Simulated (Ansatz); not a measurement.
Ir:

```
Ir
1.0
     0.00000    1.91560    1.91560
     1.91560    0.00000    1.91560
     1.91560    1.91560    0.00000
Ir
1
Direct
  0.00000 0.00000 0.00000
```

* Program: Ansatz 0.2.0
* Task: relaxation of cell and atoms
* Functional: BLYP
* Potentials or basis: all-electron LAPW, scalar-relativistic
* Basis error allowed: 0.001 eV/atom
* k mesh: 12 × 12 × 12
* Occupations: fermi-dirac, width 0.05 eV
* Spin: no spin polarisation

At the start: volume 14.06 Å³/atom.

**Question.** Where does the relaxation end?

**Answer.** Over 6 steps the energy falls by 96.3 meV/atom and the volume is 15.22 Å³/atom (+8.3 %); space group Fm-3m (No. 225, to 0.05 Å).

Step by step:
```
step  energy change (eV)  largest force (eV/Å)  volume (Å³)
   1              0.0000                0.0000        14.06
   2             -0.0443                0.0000        16.22
   3             -0.0949                0.0000        15.38
   4             -0.0963                0.0000        15.20
   5             -0.0963                0.0000        15.22
   6             -0.0963                0.0000        15.22
```

Final structure:
```yaml
crystal:
  lattice:
    - [0.00000, 1.96714, 1.96714]
    - [1.96714, 0.00000, 1.96714]
    - [1.96714, 1.96714, 0.00000]
  atoms:
    - { symbol: Ir, position: [0.00000, 0.00000, 0.00000] }
```
